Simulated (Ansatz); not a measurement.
# SnS: the cost of one run

Program: Ansatz 0.2.0. Level of theory: DFT LDA, scalar-relativistic, plane waves, PAW. These are calculated values, not measurements.

1 further run of the same task is left out (it didn't finish).

### Step 1. The structure to begin with

It takes space group Im-3m (No. 229, cubic). Conventional cell: a = 2.788 Å, b = 2.788 Å, c = 2.788 Å, α = 90.00°, β = 90.00°, γ = 90.00°. Cr (site symmetry m-3m) is surrounded by 8 Cr at 2.41 Å.

As a file:

```
Cr
1.0
    -1.39416    1.39416    1.39416
     1.39416   -1.39416    1.39416
     1.39416    1.39416   -1.39416
Cr
1
Direct
  0.00000 0.00000 0.00000
```

This cell was relaxed beforehand with the same method: volume 10.84 Å³/atom, gap on the mesh none (metal).

### Step 2. The second crystal, the film

The structure is orthorhombic, space group Pnma (No. 62). Conventional cell: a = 11.392 Å, b = 3.957 Å, c = 4.533 Å, α = 90.00°, β = 90.00°, γ = 90.00°. Sn (site symmetry m) has 3 S at 2.63 to 2.65 Å as nearest neighbours. Around S (site symmetry m) lie 3 Sn at 2.63 to 2.65 Å.

### Step 3. A first look at the start (the film)

input.yaml reads:

```yaml
crystal:
  lattice:
    - [11.39201851, 0.0, 0.0]
    - [0.0, 3.95685521, 0.0]
    - [0.0, 0.0, 4.53281069]
  atoms:
    - { symbol: Sn, position: [0.62163275, 0.25, 0.36953984] }
    - { symbol: Sn, position: [0.37836725, 0.75, 0.63046016] }
    - { symbol: Sn, position: [0.87836725, 0.75, 0.86953984] }
    - { symbol: Sn, position: [0.12163275, 0.25, 0.13046016] }
    - { symbol: S, position: [0.34749746, 0.25, 0.0105968] }
    - { symbol: S, position: [0.65250254, 0.75, 0.9894032] }
    - { symbol: S, position: [0.15250254, 0.75, 0.5105968] }
    - { symbol: S, position: [0.84749746, 0.25, 0.4894032] }
basis:
  ecutwfc: 420
kpoints:
  mp_grid: { grid: [2, 4, 4] }
hamiltonian:
  xc: lda
scf:
  occupations: { method: gaussian, width: 0.1 }
output:
  forces: true
  stress: true
  eigenvalues: true
```

Run with:

```
$ ansatz run input.yaml --threads 4 --pin off --max-ram 8192MiB --backend cpu --events-out ev --progress --plain --runs-dir out
```

**Question.** How long does this run take on 4 threads of Intel Xeon 6975P-C (Granite Rapids), shared host, and how much memory does it need?

About 1.6 s, with a peak of 0.65 GiB.
